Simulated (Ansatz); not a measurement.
# MoS2: stress in a strained cell

MoS2 is deformed so: equal xx and yy strain of +2 %. What stress and forces result, by LAPW, PAW and all-electron datasets made for the crystal?

Computed with Ansatz 0.2.0 (DFT LDA, scalar-relativistic, unless a step's input says otherwise).

## (1) The system as given

Symmetry: R3m, No. 160, trigonal system. Conventional cell: a = 3.163 Å, b = 3.163 Å, c = 18.370 Å, α = 90.00°, β = 90.00°, γ = 120.00°. Mo (site symmetry 3m) is surrounded by 6 S at 2.36 Å. Around S (site symmetry 3m) lie 3 Mo at 2.36 Å.

Structure file:

```
CELL_PARAMETERS angstrom
1.58150 0.91308 6.12333
-1.58150 0.91308 6.12333
0.00000 -1.82616 6.12333
ATOMIC_POSITIONS crystal
Mo 0.00000 0.00000 0.00000
S 0.74840 0.74840 0.74840
S 0.58490 0.58490 0.58490
```

Atoms are numbered in the order of the input: Mo1, S2, S3.

## (2) The deformed structure

Space group R3m before, R3m after.

## (3) LAPW, all electrons

File input.yaml:

```yaml
crystal:
  lattice:
    - [1.6131303639, 0.9313412498, 6.12333]
    - [-1.6131303639, 0.9313412498, 6.12333]
    - [0.0, -1.8626824997, 6.12333]
  atoms:
    - { symbol: Mo, position: [0.0, 0.0, 0.0] }
    - { symbol: S, position: [0.7484, 0.7484, 0.7484] }
    - { symbol: S, position: [0.5849, 0.5849, 0.5849] }
kpoints:
  mp_grid: { grid: [15, 15, 15] }
  band_path:
    path:
      - [0.0, 0.0, 0.0]
      - [0.5, 0.5, 0.5]
      - [0.8179109644, 0.1820890356, 0.5]
      - [0.5, -0.1820890356, 0.1820890356]
      - [0.5, 0.0, 0.0]
      - [0.0, 0.0, 0.0]
      - [0.3410445178, -0.3410445178, 0.0]
      - [0.6589554822, 0.0, 0.3410445178]
      - [0.5, 0.0, 0.5]
    npoints: 5
scf:
  occupations: { method: fermi_dirac, width: 0.05 }
hamiltonian:
  xc: lda
  pseudopotentials: { kind: all_electron, lapw: { basis_error: 0.001 } }
output:
  forces: true
  stress: true
  eigenvalues: true
```

On the command line:

```
$ ansatz run input.yaml --threads 1 --pin off --max-ram 4096MiB --backend cpu --events-out ev --progress --plain --runs-dir out
```

## (4) Frozen-core PAW

File input.yaml:

```yaml
crystal:
  lattice:
    - [1.6131303639, 0.9313412498, 6.12333]
    - [-1.6131303639, 0.9313412498, 6.12333]
    - [0.0, -1.8626824997, 6.12333]
  atoms:
    - { symbol: Mo, position: [0.0, 0.0, 0.0] }
    - { symbol: S, position: [0.7484, 0.7484, 0.7484] }
    - { symbol: S, position: [0.5849, 0.5849, 0.5849] }
kpoints:
  mp_grid: { grid: [15, 15, 15] }
scf:
  occupations: { method: fermi_dirac, width: 0.05 }
hamiltonian:
  xc: lda
  pseudopotentials: { kind: paw }
output:
  forces: true
  stress: true
  eigenvalues: true
  efg: { contact_densities: true }
```

## (5) Datasets made for this crystal

input.yaml, as its differences from that of step 4:

```diff
@@ -15,3 +15,3 @@
   xc: lda
-  pseudopotentials: { kind: paw }
+  pseudopotentials: { kind: all_electron, datasets: crystal }
 output:
```

(Steps that only read results are left out.)

Q: Predict the outcome of this session. Wanted: pressure; largest shear or deviatoric stress.

**Answer**, as computed:

```
                                 quantity                                              value
                                 pressure  LAPW -4.31, PAW -4.36, crystal datasets -4.31 GPa
largest shear or deviatoric stress (LAPW)                                           6.34 GPa
```

In words: The largest part of the stress beyond the pressure is 6.34 GPa in size, in the zz component; the atoms are carried along and not relaxed. No run of the undeformed cell stands beside it, so the pressure holds what the given cell had before the change. PAW: stress within 0.05 GPa of LAPW, forces within 5 meV/Å. Crystal datasets: stress within 0.01 GPa of LAPW, forces within 1 meV/Å.
